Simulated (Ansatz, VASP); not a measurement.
## Two plane-wave programs on AlN

Contents of INCAR:

```
SYSTEM = AlN
PREC = Accurate
ENCUT = 520
EDIFF = 1E-6
ISMEAR = 0
SIGMA = 0.05
LREAL = .False.
LASPH = .True.
NELM = 80
ALGO = Normal
ISIF = 2
LWAVE = .False.
LCHARG = .False.
GGA = PE
NBANDS = 16
```

KPOINTS

```
regular mesh
0
Gamma
  8 8 6
  0 0 0
```

POSCAR

```
AlN
1.0
    0.0000000000     -2.0353166207     -2.0353166207
    0.0000000000      2.0353166207     -2.0353166207
    4.0706332413      0.0000000000      0.0000000000
Al N
2 2
Direct
    0.5231904950      0.4768095050      0.0000000000
   -0.0231904950      0.0231904950      0.5000000000
    0.4915866847      0.5084133153      0.5000000000
    0.0084133153      0.9915866847      0.0000000000
```

Input for Ansatz:

```yaml
crystal:
  lattice:
    - [0.0, -2.0353166207, -2.0353166207]
    - [0.0, 2.0353166207, -2.0353166207]
    - [4.0706332413, 0.0, 0.0]
  atoms:
    - { symbol: Al, position: [0.523190495, 0.476809505, 0.0] }
    - { symbol: Al, position: [-0.023190495, 0.023190495, 0.5] }
    - { symbol: "N", position: [0.4915866847, 0.5084133153, 0.5] }
    - { symbol: "N", position: [0.0084133153, 0.9915866847, 0.0] }
basis:
  ecutwfc: 520.0
kpoints:
  mp_grid: { grid: [8, 8, 6] }
hamiltonian:
  xc: pbe
  pseudopotentials: { kind: paw }
scf:
  occupations: { method: gaussian, width: 0.05 }
output:
  forces: true
  stress: true
  eigenvalues: true
```

Change from the starting cell: mode 4 frozen in at -0.094 Å, equal normal strain along x, y and z +0.0000.

Alike in both runs: task single point; functional PBE; k mesh 8 × 8 × 6; occupations gaussian, width 0.05 eV; no spin polarisation.

```csv
,VASP,Ansatz
version,VASP 6.6.1,Ansatz 0.2.0
potentials or method,"VASP PAW PBE potentials, release 64 (Al, N)","scalar-relativistic, plane waves, PAW"
plane-wave cutoff (eV),520,520
valence electrons in the cell,16,16
```

Ansatz gave:

- gap on the k mesh at the Fermi level (eV): 4.38
- least direct gap on the mesh (eV): 4.44
- pressure (GPa): 0.8
- largest component of the traceless stress (GPa): 1.37
- rms of the force components (eV/Å): 0.404

Task: What did VASP give for the same quantities?

Result: gap on the k mesh at the Fermi level (eV): 4.36; least direct gap on the mesh (eV): 4.41; pressure (GPa): 0.5; largest component of the traceless stress (GPa): 1.37; rms of the force components (eV/Å): 0.404.

Atom by atom the forces differ by 0.000 eV/Å (rms over components).

A k mesh can miss the band edges.
